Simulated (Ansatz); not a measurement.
# 4-layer 2H-WS2 (2H stacking) in a perpendicular field, part 2 of 2

What dipole does a perpendicular field induce in the 4-layer 2H-WS2 (2H stacking), and does the gap follow? A positive field points along +c.

Ansatz 0.2.0; plane-wave DFT, PBE-D3(BJ), Ansatz PAW (set soft_1); PAW set soft_1.

So far. Step 2 (Relaxing the slab): The lattice constant a goes from 3.180 to 3.155 Å.

## (3) Single point, field 0

A sawtooth potential applies the field, turning back in the middle of the vacuum. With the dipole correction the typed value is the field outside the slab. The induced dipole is small, so the SCF threshold is tight.

The cell differs from the one that the last finished run ended in (c 76.802 → 39.383 Å).

input.yaml reads:

```yaml
crystal:
  lattice:
    - [3.1554693179, 0.0, 0.0]
    - [-1.577734659, 2.7327165902, 0.0]
    - [0.0, 0.0, 39.3827779708]
  atoms:
    - { symbol: S, position: [0.3333333333, 0.6666666667, 0.2285262865] }
    - { symbol: W, position: [0.0, 0.0, 0.2685697424] }
    - { symbol: S, position: [0.3333333333, 0.6666666667, 0.3085645762] }
    - { symbol: S, position: [0.0, 0.0, 0.3829318696] }
    - { symbol: W, position: [0.3333333333, 0.6666666667, 0.4229102457] }
    - { symbol: S, position: [0.0, 0.0, 0.4628874231] }
    - { symbol: S, position: [0.3333333333, 0.6666666667, 0.5371125769] }
    - { symbol: W, position: [0.0, 0.0, 0.5770897543] }
    - { symbol: S, position: [0.3333333333, 0.6666666667, 0.6170681304] }
    - { symbol: S, position: [0.0, 0.0, 0.6914354238] }
    - { symbol: W, position: [0.3333333333, 0.6666666667, 0.7314302576] }
    - { symbol: S, position: [0.0, 0.0, 0.7714737135] }
kpoints:
  mp_grid: { grid: [18, 18, 1] }
  band_path:
    path: [[0, 0, 0], [0.5, 0, 0], [0.33333333, 0.33333333, 0], [0, 0, 0]]
    npoints: 16
hamiltonian:
  xc: pbe
  dispersion: d3bj
  pseudopotentials: { kind: paw, azcp: { folder: soft_1 } }
scf:
  occupations: { method: fermi_dirac, width: 0.02585 }
  convergence: { dr2_threshold: 1.0e-10 }
efield:
  axis: 3
  dipole_correction: true
  ramp_position: 0.97
  ramp_width: 0.06
  amplitude: 0
output:
  dos: { projected: true, e_range: [-6, 5] }
  write_potential: true
  write_density: true
  volumetric_format: npy
  elf: true
```

On the command line:

```bash
ansatz run input.yaml --threads 4 --pin off --max-ram 8192MiB --backend cpu --events-out ev --progress --plain --runs-dir out
```

Numbers of over 12 decimals in the logs are rounded to 6 here.

Output:

```text
[...]
Crystal: 12 atoms, lattice volume = 339.598 Å³
Basis set: ecut = 420 eV, 6551 PW (Γ)
Bands: 64, of which v1, the nominal top of the filled ones, is band 52 counted from 1 (51 counted from 0)
Symmetry: 6 space group operations
k-points: 37 of 324 (time reversal used)
[...]
SCF iter   1: F=—  HF=-48776.313980 eV  |F-HF|=—  |Δ(HF+E_count)|=         —  Δρ=3.73e-2  dr2=5.28e0  ethr=3.10e-3  p=0.000 e·Å  D=9.23e-14 V/Å  ΔV_dip=-0.00 eV  dr2_dipole=9.57e-10  V_vac-E_F(+/−)=5.61/5.61 eV  ⟨swp⟩=8.6  Hψ=12467  notcnv=0
efield: sawtooth ramp at fractional position 0.9700 (set: `efield.ramp_position`, or a place that a band, a saddle search or an elastic batch's reference lends), width 0.0600; the density the first Hamiltonian is built on has a dipole p = 0.000 e·Å; the dipole correction subtracts the counter field D = 9.23e-14 V/Å, which shifts the + side's vacuum level by -0.00 eV against the − side's; the planar-averaged density in the ramp window peaks in size at 4.6e-7 e/Å³
[...]
SCF iter   2: F=—  HF=-48775.011321 eV  |F-HF|=—  |Δ(HF+E_count)|=    1.30e0  Δρ=1.67e-2  dr2=1.42e0  ethr=3.10e-3  p=-0.000 e·Å  D=-2.10e-7 V/Å  ΔV_dip=0.00 eV  dr2_dipole=2.66e-9  V_vac-E_F(+/−)=5.46/5.46 eV  ⟨swp⟩=2.7  Hψ=4096  notcnv=0  defer=186
[...]
SCF iter  15: F=-48774.711072 eV  HF=-48774.711072 eV  |F-HF|=5.82e-11  |Δ(HF+E_count)|=  1.46e-11  Δρ=5.17e-8  dr2=4.49e-11  ethr=1.00e-12  p=0.000 e·Å  D=1.73e-7 V/Å  ΔV_dip=-0.00 eV  dr2_dipole=6.07e-12  V_vac-E_F(+/−)=4.59/4.59 eV  ⟨swp⟩=3.0  Hψ=4492  notcnv=0
SCF 1 converged in 15 iterations: F = -48774.711072 eV  dr2 = 4.49e-11
[...]
NSCF: frozen V_eff on 49 k-points
efield: sawtooth ramp at fractional position 0.9700 (kept from the solve that this one continues, or follows in the run), width 0.0600; the density the first Hamiltonian is built on has a dipole p = 0.000 e·Å; the dipole correction subtracts the counter field D = 1.73e-7 V/Å, which shifts the + side's vacuum level by -0.00 eV against the − side's; the planar-averaged density in the ramp window peaks in size at 4.3e-7 e/Å³
[...]
SCF converged after 15 iterations
Free energy (F): -48774.711072 eV
[...]
Internal energy: -48774.711072 eV  (E = F + TS)
E sigma→0 (E₀):  -48774.711072 eV
Fermi energy:    5.903283 eV
Dipole field:    D = -0.000002 V/Å  (p = -0.000004 e·Å, saw-weighted, corrected)
Work function:   Φ+ = 4.5864 eV   Φ− = 4.5863 eV
Levels:          The Fermi level and band energies are counted from a zero that moves with the ramp; work functions are not
[...]
--- Band table (eV; the first three rows and the last of 37) ---
  k-point 0: bands = [... 48 lower, 4.3398, 4.8304, 5.1956, 5.4062, 7.7125, 7.7125, 7.7127, 7.7127, ... 8 higher]
  k-point 1: bands = [... 48 lower, 4.3426, 4.8017, 5.1264, 5.3062, 7.6732, 7.6816, 7.6937, 7.6980, ... 8 higher]
  k-point 2: bands = [... 48 lower, 4.3269, 4.6802, 4.9037, 5.0121, 7.4004, 7.4420, 7.5162, 7.5726, ... 8 higher]
  k-point 36: bands = [... 48 lower, 4.6835, 4.7455, 4.8210, 4.8792, 6.7261, 6.7261, 6.7393, 6.7393, ... 8 higher]
```

Elapsed: 40 s, on 4 threads of Intel Xeon Platinum 8488C (Sapphire Rapids), shared host; peak memory 1.4 GiB; 2.5 min of CPU time.

The column dr2 measures how far the density is from self-consistency, as an energy; F and HF (Harris–Foulkes) agree once it is small.

This step gave:

```yaml
gap_on_the_k_mesh: 1.042 eV
dipole_along_the_normal: -4.45e-6 e·Å
gap_along_the_path: 1.042 eV
smallest_direct_gap_along_the_path: 1.847 eV
ionisation_energy_upper_face: 5.083 eV
electron_affinity_upper_face: 4.042 eV
gap_the_smaller_of_path_and_mesh: 1.042 eV
```

Running mean over a fixed 2.8 Å (it still follows the layers) of the planar mean; the ramp of the sawtooth is left out. Table of electron's electrostatic potential energy less the Fermi level by z:

```csv
z (Å),electron's electrostatic potential energy less the Fermi level (eV)
4,4.59
5,4.58
6,4.55
7,3.73
8,-0.947
9,-6.37
10,-11.3
11,-11.3
12,-7.49
13,-2.37
14,-1.91
15,-5.90
16,-11.3
17,-11.3
18,-8.04
19,-2.59
20,-1.85
21,-5.42
22,-11.2
23,-11.3
24,-8.53
25,-2.80
26,-1.76
27,-4.93
28,-11.0
29,-11.2
30,-9.01
31,-2.73
32,2.22
33,4.46
34,4.58
35,4.59
```

The density of states has structure finer than the step of the table below, so its rows give means over 0.2 eV, whole bins alone (the curve runs from -6 to 1.58 eV). Peaks (eV: height): -5.59: 18.4, -5.42: 22.6, -5.23: 27.5, -4.51: 20.1, -3.27: 20.3, -2.00: 17.0, 1.55: 19.9.

The density of states by energy, zero at the Fermi level of the run, which the smearing sets inside the gap; means over each step:

energy (eV), density of states (states/eV a cell) and a bar:
```
     -5.8        7.1 #############
     -5.6       12.5 #######################
     -5.4       11.5 ######################
     -5.2       10.1 ###################
     -5.0        6.4 ############
     -4.8        7.4 ##############
     -4.6       12.5 #######################
     -4.4       13.9 ##########################
     -4.2        7.8 ###############
     -4.0        6.1 ###########
     -3.8        6.9 #############
     -3.6        7.5 ##############
     -3.4       14.2 ###########################
     -3.2       16.1 ##############################
     -3.0       10.2 ###################
     -2.8       10.2 ###################
     -2.6        9.4 ##################
     -2.4        4.5 ########
     -2.2        5.8 ###########
     -2.0       13.3 #########################
     -1.8        8.7 ################
     -1.6        6.7 ############
     -1.4        3.6 #######
     -1.2        2.3 ####
     -1.0        0.7 #
     -0.8        0.5 #
     -0.6        0.2 
     -0.4        0.0 
     -0.2        0.0 
      0.0        0.0 
      0.2        0.0 
      0.4        0.0 
      0.6        0.9 ##
      0.8        2.8 #####
      1.0        5.7 ###########
      1.2        7.7 ##############
      1.4       11.6 ######################
```

Projected DOS per atom over height of the atomic layer and energy from the Fermi level. Layers: S W S S W S S W S S W S from below.

Ten even steps from '0' (0.00 states/eV) to '9' (1.76 states/eV), each cell a mean:
```
392292292293
151151151151
010010010010
000000000000
000000000000
000000000000
000000000000
000000000000
030030030030
171161161171
292393393292
313212212313
525625526525
746636636647
656656656656
232242242232
233333333332
666666666666
433333333334
333444444333
666545545666
323333333323
```
Columns: height of the atomic layer (Å) from 9 to 30.4 (not evenly spaced); rows upwards: energy from the Fermi level (eV) from -5.96 to 1.51.

The electronic bands at the labelled points (eV, zero at the Fermi level of the run, which the smearing sets inside the gap):

```csv
point,band 49,band 50,band 51,band 52,band 53,band 54,band 55,band 56
Γ,-1.56,-1.07,-0.71,-0.50,1.81,1.81,1.81,1.81
halfway,-2.09,-2.02,-1.98,-1.96,0.93,1.12,1.36,1.39
M,-2.18,-2.10,-2.04,-2.00,1.84,1.86,1.87,1.88
halfway,-1.68,-1.59,-1.50,-1.44,1.48,1.51,1.55,1.57
K,-1.22,-1.16,-1.08,-1.02,0.82,0.82,0.84,0.84
halfway,-2.02,-2.00,-1.98,-1.98,0.54,0.76,1.03,1.27
Γ,-1.56,-1.07,-0.71,-0.50,1.81,1.81,1.81,1.81
```

Electrostatic potential energy in the ca plane at fractional y = 0.667, with atoms of S and W within 0.2 Å of it. With pseudopotentials it is smooth inside the atoms' cores, unlike the true potential.

Values in eV, 5 rows by 16 columns, each cell a mean:
```
 10  10  10  10  10  10   9   7  -5  -9   6   9   8  -2   3   4
 10  10  10  10  10  10   8   0  -2  -3   0   7   9   3  -2  -6
 10  10  10  10  10  10   0 -31  -4   0 -30  -6   9   6 -22 -33
 10  10  10  10  10  10  -3 -34  -6  -1 -33 -11   9   7 -26 -36
 10  10  10  10  10  10   6 -10  -1  -1 -10   4   9   5  -9 -16
```
Columns run along c (16.0 Å, from fractional 0.05 to 0.45 of the cell; values clipped at the 3rd and 97th percentile), rows up along a (3.2 Å). Atoms in or near the plane, at fractional coordinates: S at (0.23, 0.33), S at (0.31, 0.33), W at (0.42, 0.33).

ELF in the ca plane at fractional y = 0.667, with atoms of S and W within 0.2 Å of it. It is the smooth field of the valence electrons, not physical close to the nuclei.

Ten even steps from '0' (0.00) to '9' (0.93), each cell a mean:
```
00000000000000000012332233223321004788753234
00000000000000000011221133112210005788763335
00000000000000012467775222257775202577632222
00000000000000147899788522588799610134325663
00000000000001368996127522672179820012256456
00000000000001368996027522661069920012256356
00000000000000147998678522587789710134336764
00000000000000013578886322368876202567632332
```
Columns run along c (16.0 Å, from fractional 0.05 to 0.45 of the cell), rows up along a (3.2 Å). Atoms in or near the plane, at fractional coordinates: S at (0.23, 0.33), S at (0.31, 0.33), W at (0.42, 0.33).

Valence density in the ca plane at fractional y = 0.667, with atoms of S and W within 0.2 Å of it. It is the smooth field of the valence electrons, not physical close to the nuclei.

Ten steps, logarithmic in the rise over the least value, from '0' (0.0 e/Å³) to '9' (5.6 e/Å³), each cell a mean:
```
00000000000000000112334455443321112345544344
00000000000000000012333455433321112345544334
00000000000000000134454444445443112344445554
00000000000000001346665444456664311233457886
00000000000000001466566533565565311123479998
00000000000000001466556533565566311123479998
00000000000000001356665444466665311223468986
00000000000000000234554444445543212344445654
```
Columns run along c (16.0 Å, from fractional 0.05 to 0.45 of the cell), rows up along a (3.2 Å). Atoms in or near the plane, at fractional coordinates: S at (0.23, 0.33), S at (0.31, 0.33), W at (0.42, 0.33).

The gap is 1.04 eV, with the valence edge 5.08 eV and the conduction edge 4.04 eV under the upper vacuum level. Spin-orbit coupling, left out in this run, matters for the bands of elements this heavy.

## (4) Single point, field 0.1 V/Å

input.yaml: that of step 3 with these lines changed.

```diff
@@ -33,7 +33,6 @@
   dipole_correction: true
-  ramp_position: 0.97
-  ramp_width: 0.06
-  amplitude: 0
+  ramp_position: 0.9683
+  ramp_width: 0.0635
+  amplitude: 0.1
 output:
-  dos: { projected: true, e_range: [-6, 5] }
   write_potential: true
@@ -41,2 +40 @@
   volumetric_format: npy
-  elf: true
```

Output:

```text
[...]
Crystal: 12 atoms, lattice volume = 339.598 Å³
Basis set: ecut = 420 eV, 6551 PW (Γ)
Bands: 64, of which v1, the nominal top of the filled ones, is band 52 counted from 1 (51 counted from 0)
Symmetry: 6 space group operations
k-points: 37 of 324 (time reversal used)
[...]
k-point 0: bands = [... 48 lower, 4.3305, 4.8278, 5.1901, 5.4284, 7.5996, 7.5996, 7.6633, 7.6633, ... 8 higher]
  k-point 1: bands = [... 48 lower, 4.3342, 4.7978, 5.1196, 5.3317, 7.5524, 7.6038, 7.6342, 7.6404, ... 8 higher]
  k-point 2: bands = [... 48 lower, 4.3161, 4.6723, 4.8924, 5.0504, 7.3043, 7.4394, 7.4942, 7.5089, ... 8 higher]
  k-point 36: bands = [... 48 lower, 4.6161, 4.7252, 4.8265, 4.9601, 6.6006, 6.6799, 6.7716, 6.8773, ... 8 higher]
[key lines of the parts left out:]
SCF converged after 16 iterations
Free energy (F): -48774.715977 eV
Fermi energy:    5.899582 eV
Dipole field:    D = 0.052273 V/Å  (p = 0.098102 e·Å, saw-weighted, corrected)
```

Wall time 33 s (4 threads); peak memory 1.3 GiB.

The dipole is 0.0981 e·Å, and the gap 0.989 eV.

## (5) Single point, field -0.1 V/Å

input.yaml: that of step 4 with these lines changed.

```diff
@@ -35,3 +35,3 @@
   ramp_width: 0.0635
-  amplitude: 0.1
+  amplitude: -0.1
 output:
```

Output:

```text
[...]
Crystal: 12 atoms, lattice volume = 339.598 Å³
Basis set: ecut = 420 eV, 6551 PW (Γ)
Bands: 64, of which v1, the nominal top of the filled ones, is band 52 counted from 1 (51 counted from 0)
Symmetry: 6 space group operations
k-points: 37 of 324 (time reversal used)
[...]
k-point 0: bands = [... 48 lower, 4.3307, 4.8279, 5.1903, 5.4286, 7.5998, 7.5998, 7.6634, 7.6634, ... 8 higher]
  k-point 1: bands = [... 48 lower, 4.3344, 4.7980, 5.1197, 5.3319, 7.5526, 7.6040, 7.6344, 7.6406, ... 8 higher]
  k-point 2: bands = [... 48 lower, 4.3163, 4.6725, 4.8926, 5.0506, 7.3045, 7.4396, 7.4944, 7.5091, ... 8 higher]
  k-point 36: bands = [... 48 lower, 4.6163, 4.7254, 4.8266, 4.9603, 6.6008, 6.6801, 6.7718, 6.8775, ... 8 higher]
[key lines of the parts left out:]
SCF converged after 16 iterations
Free energy (F): -48774.715977 eV
Fermi energy:    5.899770 eV
Dipole field:    D = -0.052273 V/Å  (p = -0.098102 e·Å, saw-weighted, corrected)
```

Elapsed: 31 s, on 4 threads; peak memory 1.3 GiB; 2 min of CPU time.

The dipole is -0.0981 e·Å, and the gap 0.989 eV.

## (6) Atoms held, field 0.2 V/Å

input.yaml: that of step 5 with these lines changed.

```diff
@@ -35,3 +35,3 @@
   ramp_width: 0.0635
-  amplitude: -0.1
+  amplitude: 0.2
 output:
```

Output:

```text
[...]
Crystal: 12 atoms, lattice volume = 339.598 Å³
Basis set: ecut = 420 eV, 6551 PW (Γ)
Bands: 64, of which v1, the nominal top of the filled ones, is band 52 counted from 1 (51 counted from 0)
Symmetry: 6 space group operations
k-points: 37 of 324 (time reversal used)
[...]
k-point 0: bands = [... 48 lower, 4.3049, 4.8192, 5.1829, 5.4853, 7.4629, 7.4629, 7.5642, 7.5642, ... 8 higher]
  k-point 1: bands = [... 48 lower, 4.3121, 4.7859, 5.1120, 5.3944, 7.4107, 7.4712, 7.5172, 7.5621, ... 8 higher]
  k-point 2: bands = [... 48 lower, 4.2895, 4.6501, 4.8892, 5.1311, 7.1714, 7.3351, 7.3908, 7.4571, ... 8 higher]
  k-point 36: bands = [... 48 lower, 4.4948, 4.6798, 4.8649, 5.0849, 6.4617, 6.6333, 6.8166, 7.0146, ... 8 higher]
[key lines of the parts left out:]
SCF converged after 15 iterations
Free energy (F): -48774.730693 eV
Fermi energy:    5.891241 eV
Dipole field:    D = 0.104559 V/Å  (p = 0.196230 e·Å, saw-weighted, corrected)
```

Run time: 31 s. Hardware: 4 threads; peak memory 1.3 GiB; 2 min of CPU time.

The dipole is 0.196 e·Å, and the gap 0.858 eV.

## (7) Single point, field 0.3 V/Å

input.yaml: that of step 6 with these lines changed.

```diff
@@ -33,5 +33,5 @@
   dipole_correction: true
-  ramp_position: 0.9683
-  ramp_width: 0.0635
-  amplitude: 0.2
+  ramp_position: 0.9664
+  ramp_width: 0.0671
+  amplitude: 0.3
 output:
```

Output:

```text
[...]
Crystal: 12 atoms, lattice volume = 339.598 Å³
Basis set: ecut = 420 eV, 6551 PW (Γ)
Bands: 64, of which v1, the nominal top of the filled ones, is band 52 counted from 1 (51 counted from 0)
Symmetry: 6 space group operations
k-points: 37 of 324 (time reversal used)
[...]
k-point 0: bands = [... 48 lower, 4.2689, 4.8045, 5.1859, 5.5634, 7.3249, 7.3249, 7.4365, 7.4365, ... 8 higher]
  k-point 1: bands = [... 48 lower, 4.2842, 4.7670, 5.1173, 5.4778, 7.2683, 7.3362, 7.3881, 7.4230, ... 8 higher]
  k-point 2: bands = [... 48 lower, 4.2622, 4.6210, 4.9069, 5.2295, 7.0320, 7.2109, 7.2606, 7.4167, ... 8 higher]
  k-point 36: bands = [... 48 lower, 4.3631, 4.6332, 4.9084, 5.2167, 6.3233, 6.5869, 6.8615, 7.1517, ... 8 higher]
[key lines of the parts left out:]
SCF converged after 15 iterations
Free energy (F): -48774.755224 eV
Fermi energy:    5.881684 eV
Dipole field:    D = 0.156872 V/Å  (p = 0.294407 e·Å, saw-weighted, corrected)
```

Wall time 31 s (4 threads); peak memory 1.3 GiB; 2 min of CPU time.

The dipole is 0.294 e·Å, and the gap 0.682 eV.

## (8) Response, atoms held

This step: plane-wave DFT, PBE-D3(BJ), Ansatz PAW (set soft_1); response to a field along the normal, atoms held; PAW set soft_1 (Ansatz 0.2.0).

The dipoles give the slope, and the difference of two potentials shows where the field is screened.

Numbers from this step:

| Property | Result |
| --- | --- |
| equivalent conductor thickness p/(ε₀AE) | 20.59 Å |
| distance between the outer atoms | 21.38 Å |

Table of dipole of the cell by applied field:

```csv
applied field (V/Å),dipole of the cell (e·Å)
-0.100,-0.0981
0.000,-4.4e-6
0.100,0.0981
0.200,0.196
0.300,0.294
```

Local field over the applied field, running mean. From the potentials at -0.1 and 0.1 V/Å; running mean over 2.8 Å. Table of local field over applied field by z:

z (Å), local field over applied field and a bar:
```
        5      0.996 ##############################
        6      0.965 #############################
        7      0.803 ########################
        8      0.494 ##############
        9      0.196 #####
       10      0.060 #
       11      0.050 
       12      0.130 ###
       13      0.255 #######
       14      0.270 #######
       15      0.162 ####
       16      0.058 
       17      0.045 
       18      0.119 ##
       19      0.247 ######
       20      0.271 #######
       21      0.172 ####
       22      0.062 #
       23      0.043 
       24      0.111 ##
       25      0.241 ######
       26      0.275 #######
       27      0.183 ####
       28      0.069 #
       29      0.044 
       30      0.121 ##
       31      0.369 ##########
       32      0.692 ####################
       33      0.927 ############################
       34      0.990 ##############################
```

The induced electron density oscillates, so the rows of the table below give means over windows of 3.06 Å about each position, cut where the curve ends. Its maxima inside the range that stand out by 2 % of the span (Å: e/Å³ per V/Å): 8.0: 0.00366, 11.2: 4.3e-4, 14.3: 0.00227, 17.4: 4.2e-4, 20.3: 0.00224, 23.3: 4.2e-4, 26.4: 0.00228, 29.5: 5.7e-4. Its minima: 9.9: -5.7e-4, 13.0: -0.00228, 16.0: -4.2e-4, 19.1: -0.00224, 22.0: -4.2e-4, 25.1: -0.00227, 28.2: -4.3e-4, 31.4: -0.00366.

Electrons, planar mean, per unit field. Table of induced electron density by z; means over each step:

```
z (Å)  induced electron density (e/Å³ per V/Å)
 5.61                                   2.1e-4
 8.67                                  0.00148
11.73                                  -6.2e-4
14.79                                   6.3e-4
17.85                                  -6.5e-4
20.91                                   6.5e-4
23.97                                  -6.7e-4
27.03                                   6.7e-4
30.09                                 -0.00105
33.15                                  -6.5e-4
```

The smaller of the gaps on the path and on the k-mesh, counted as 0 under 0.03 eV. Gap against applied field:

| applied field (V/Å) | gap (eV) |
| --- | --- |
| -0.100 | 0.989 |
| 0.000 | 1.04 |
| 0.100 | 0.989 |
| 0.200 | 0.858 |
| 0.300 | 0.682 |

By hand: between -0.1 and 0.1 V/Å the dipole changes by 0.1962 e·Å, a slope of 0.9810 e·Å²/V. A perfect conductor of thickness t has p = ε₀AEt, so t = 180.95 × 0.9810 / 8.623 = 20.59 Å (e/ε₀ = 180.95 V·Å, A in Å²).

The induced dipole is that of a conductor 20.59 Å thick.

## (9) What came out

| Quantity | Value |
| --- | --- |
| gap without field | 1.04 eV |
| ionisation energy, upper face | 5.08 eV |
| electron affinity, upper face | 4.04 eV |
| equivalent conductor thickness, atoms held | 20.6 Å |

What this shows: The induced dipole equals that of a perfect conductor 20.59 Å thick, while the outer atoms lie 21.38 Å apart; an out-of-plane ε follows only once a thickness t is chosen, by 1 − 1/ε = 20.59 Å / t. The gap goes from 1.04 eV to 0.68 eV at 0.3 V/Å. With the field reversed the gap is 0.99 eV at -0.1 V/Å. Semilocal functionals give gaps that are too small, and excitons are not included. Spin-orbit coupling is left out, which matters for the bands of elements this heavy.

[Logs are printed without paths, hosts, clocks, repeated set-up lines and the standing remarks that a program may print on its own settings, such as how far it seeks lower states.]

[Hosts, paths, dates, database ids (printed as entryN), source tags and the programs' standing remarks are cut or masked in the printed files.]

[Maps of the electrostatic potential energy from Ansatz leave out the sawtooth potential of an applied field or a dipole correction, so their vacuum need not be flat; planar profiles and work functions include it.]

[The density of states shown here was stored with 400 of the rows of the run's finer table, so its peaks can read low, often by over a quarter, or be missed, and its means over a window can be off by a tenth or more.]
